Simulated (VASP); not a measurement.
# Settings for Al: relaxation of the atoms

Al, P1 (no. 1), 6 atoms in the cell. PBE, relaxation of the atoms; PAW potentials Al (PBE set). VASP 6.6.1.

Wanted: energy within 1 meV/atom; two shortest distances of each atom within 0.01 Å.

POSCAR:
```
Al
1.0
    3.1824373800      0.0000000000      0.0000000000
    0.0000000000      3.1824373800      0.0000000000
    0.0000000000      0.0000000000      9.5473121400
Al
6
Direct
    0.0123780000      0.0098560000      0.0012930000
   -0.0235150000      0.0116790000      0.3354680000
   -0.0068350000      0.0046200000      0.6682070000
    0.5112580000      0.4925880000      0.1695290000
    0.4888220000      0.4884230000      0.4953970000
    0.5178920000      0.4928340000      0.8301060000
```

The series start from Force threshold EDIFFG (eV/Å): -0.02; Electronic threshold EDIFF (eV): 1e-6; Relaxation method: conjugate gradient, POTIM 0.5; Mixing and least electronic steps: default. Each series keeps the choices made before it, and each single choice may use up half of a tolerance.

## Force threshold EDIFFG (eV/Å)

| Force threshold EDIFFG (eV/Å) | Energy less reference (meV/atom) | Two shortest distances of each atom, largest deviation (Å) | SCF iterations | Time (s) |
|---|---|---|---|---|
| -0.1 | 0.9 | 0.025 | 32 | 9.2 |
| -0.05 | 0.0 | 0.004 | 47 | 12 |
| -0.03 | 0.0 | 0.004 | 47 | 16 |
| -0.02 | 0.0 | 0.004 | 47 | 14 |
| -0.01 | 0.0 | 0.001 | 53 | 16 |
| -0.005 | 0.0 | 0.001 | 56 | 16 |
| -0.002 (reference) | 0.0 | 0.000 | 59 | 18 |

Chosen: -0.05, the loosest value from which every tighter one stays within half of the tolerance.

## Electronic threshold EDIFF (eV)

| Electronic threshold EDIFF (eV) | Energy less reference (meV/atom) | Two shortest distances of each atom, largest deviation (Å) | SCF iterations | Time (s) |
|---|---|---|---|---|
| 0.001 | 0.2 | 0.009 | 18 | 6.7 |
| 0.0001 | 0.0 | 0.000 | 29 | 9.1 |
| 1e-5 | 0.0 | 0.000 | 35 | 13 |
| 1e-6 | 0.0 | 0.000 | 47 | 12 |
| 1e-7 (reference) | 0.0 | 0.000 | 57 | 17 |

Chosen: 0.0001.

## Relaxation method

| Relaxation method | Energy less reference (meV/atom) | Two shortest distances of each atom, largest deviation (Å) | SCF iterations | Time (s) |
|---|---|---|---|---|
| conjugate gradient, POTIM 0.5 | 0.0 | 0.000 | 29 | 9.1 |
| conjugate gradient, POTIM 0.2 | 0.0 | 0.001 | 38 | 12 |
| conjugate gradient, POTIM 1.0 | 0.0 | 0.002 | 28 | 7.9 |
| quasi-Newton, POTIM 0.5 | 0.1 | 0.007 | 23 | 6.9 |
| quasi-Newton, POTIM 0.3, 10 steps kept | 0.1 | 0.006 | 23 | 6.4 |
| quasi-Newton, POTIM 0.5, at least 5 electronic steps | 0.1 | 0.006 | 30 | 7.1 |
| damped dynamics, POTIM 0.2, SMASS 0.4 | 0.0 | 0.004 | 31 | 10 |
| damped dynamics, POTIM 0.4, SMASS 0.8 | 0.1 | 0.006 | 27 | 7.9 |
| velocity quench, POTIM 0.1 | 0.1 | 0.007 | 25 | 7.3 |

Chosen: conjugate gradient, POTIM 0.5; no other choice that stays within half of the tolerance saves 30 % of the time.

## Mixing and least electronic steps

| Mixing and least electronic steps | Energy less reference (meV/atom) | Two shortest distances of each atom, largest deviation (Å) | SCF iterations | Time (s) |
|---|---|---|---|---|
| default | 0.0 | 0.000 | 29 | 9.1 |
| MAXMIX 40 | 0.0 | 0.001 | 27 | 8.3 |
| NELMIN 4 | 0.0 | 0.001 | 38 | 10 |
| NELMIN 4, MAXMIX 40 | 0.0 | 0.001 | 38 | 10 |
| ALGO Fast | 0.0 | 0.001 | 29 | 8.5 |

Chosen: default.

## All choices together

| Input | Energy less reference (meV/atom) | Two shortest distances of each atom, largest deviation (Å) | Time (s) |
|---|---|---|---|
| program defaults (naive) | 0.1 | 0.007 | 11 |
| chosen settings | 0.0 | 0.004 | 9.1 |
| reference settings throughout | 0.0 | 0.000 | 18 |

The tolerance is met.

## The input

INCAR:
```
PREC     = Normal         # precision mode
ENCUT    = 300            # plane-wave cutoff, eV
EDIFF    = 1E-4           # SCF threshold, eV
ISMEAR   = 1              # smearing method
SIGMA    = 0.1            # smearing width, eV
LREAL    = False          # projectors in reciprocal space
LASPH    = True           # aspherical terms in the spheres
NELM     = 100            # most SCF steps
ALGO     = Normal         # electronic algorithm
LWAVE    = False          # write WAVECAR
LCHARG   = False          # write CHGCAR
IBRION   = 2              # ionic algorithm
NSW      = 150            # ionic steps
ISIF     = 2              # what is computed and relaxed
EDIFFG   = -0.05          # ionic threshold
POTIM    = 0.5            # step
KPAR     = 4             
```

KPOINTS:
```
k-points
0
Gamma
  7 7 3
```

Commands:
```
cat potpaw_PBE.64/Al/POTCAR > POTCAR
mpirun -np 4 vasp_std > vasp.out
```

The naive input happens to agree within the tolerance here, in 11 s.

Limits: the start was distorted on purpose (atoms moved at random), so the space group given is the start's and not the crystal's.

The chosen input took VASP 6.6.1 9.1 s on 4 cores (Intel Xeon 6975P-C (Granite Rapids)), a shared host.

## An input that fails: ionic step far too long

It stopped.

Changes against the starting input:
```
- NELM = 100
- IBRION = 2
- NSW = 150
- POTIM = 0.5
+ NELM = 60
+ IBRION = 3
+ NSW = 30
+ POTIM = 5.0
+ SMASS = 0.4
```
